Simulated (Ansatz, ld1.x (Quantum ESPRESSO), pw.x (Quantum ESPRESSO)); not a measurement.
**What a changed setting does to a pw.x run (bcc Al)**

Potential: norm-conserving Troullier–Martins (Kleinman–Bylander form), ld1.x (Quantum ESPRESSO) 7.5, PBE; core [Ne], reference 3s1 3p0; waves: 3s (bound): rc 1.30 bohr; 3p (bound, empty): rc 2.10 bohr; 3d channel at 0.15 Ry: rc 2.15 bohr; local part: the d channel; core correction: none.

The reference run (k-mesh 14³, cutoffs 100/400 Ry, Fermi–Dirac 0.01 Ry, mixing_beta 0.4, conv_thr 1e-9, no spin) gives 0.16 GPa at 16.945 Å³/atom, where all-electron LAPW gives 0.07 GPa. This run, with its own iteration cap, changes smearing to mv.

```
&control
  calculation='scf', prefix='x', pseudo_dir='./', outdir='./tmp', tstress=.true., disk_io='none'
/
&system
  ibrav=0, nat=1, ntyp=1, ecutwfc=100, ecutrho=400, nbnd=8,
  occupations='smearing', smearing='mv', degauss=0.01
/
&electrons
  conv_thr=1e-09, mixing_beta=0.4, electron_maxstep=60
/
ATOMIC_SPECIES
Al 1.0 Al.UPF
CELL_PARAMETERS angstrom
  -1.61805716 1.61805716 1.61805716
  1.61805716 -1.61805716 1.61805716
  1.61805716 1.61805716 -1.61805716
ATOMIC_POSITIONS crystal
Al 0.0000 0.0000 0.0000
K_POINTS automatic
14 14 14 0 0 0
```

```bash
pw.x < Al.scf.in > Al.scf.out
```

**Question.** How does the run end?

**Answer.** It converges in 6 iterations; the free energy moves by +11.4 meV/atom and the pressure by +0.07 GPa. This scheme is built to cancel the term in the square of the width that Fermi–Dirac smearing leaves in the F of a metal.

```
Message from routine setup:
     using ibrav=0 with symmetry is DISCOURAGED, use correct ibrav instead
     lattice parameter (alat)  =       5.2961  a.u.
     unit-cell volume          =     114.3505 (a.u.)^3
     number of electrons       =         3.00
     number of Kohn-Sham states=            8
     kinetic-energy cutoff     =     100.0000  Ry
     charge density cutoff     =     400.0000  Ry
     scf convergence threshold =      1.0E-09
     Exchange-correlation= PBE
     number of k points=   104  Marzari-Vanderbilt smearing, width (Ry)=  0.0100
     iteration #  1     ecut=   100.00 Ry     beta= 0.40
     total energy              =      -4.15805910 Ry
     estimated scf accuracy    <       0.07072614 Ry
     iteration #  2     ecut=   100.00 Ry     beta= 0.40
     total energy              =      -4.15487246 Ry
     estimated scf accuracy    <       0.02499506 Ry
     iteration #  3     ecut=   100.00 Ry     beta= 0.40
     total energy              =      -4.15514686 Ry
     estimated scf accuracy    <       0.00002382 Ry
     iteration #  4     ecut=   100.00 Ry     beta= 0.40
     total energy              =      -4.15517420 Ry
     estimated scf accuracy    <       0.00000305 Ry
     iteration #  5     ecut=   100.00 Ry     beta= 0.40
     total energy              =      -4.15517534 Ry
     estimated scf accuracy    <       0.00000007 Ry
     iteration #  6     ecut=   100.00 Ry     beta= 0.40
     the Fermi energy is     7.6587 ev
!    total energy              =      -4.15517542 Ry
     estimated scf accuracy    <          8.9E-10 Ry
     smearing contrib. (-TS)   =      -0.00005801 Ry
     The total energy is F=E-TS. E is the sum of the following terms:
     one-electron contribution =       2.79023068 Ry
     hartree contribution      =       0.00463057 Ry
     xc contribution           =      -1.59411267 Ry
     ewald contribution        =      -5.35586600 Ry
     convergence has been achieved in   6 iterations
          total   stress  (Ry/bohr**3)                   (kbar)     P=        2.24
     Message from routine punch:
     Nothing written, as per user request (disk_io='none')
```

The run took about 17 s on one core of a shared host (Neoverse-V1, 32 threads, 247 GiB, load 15).
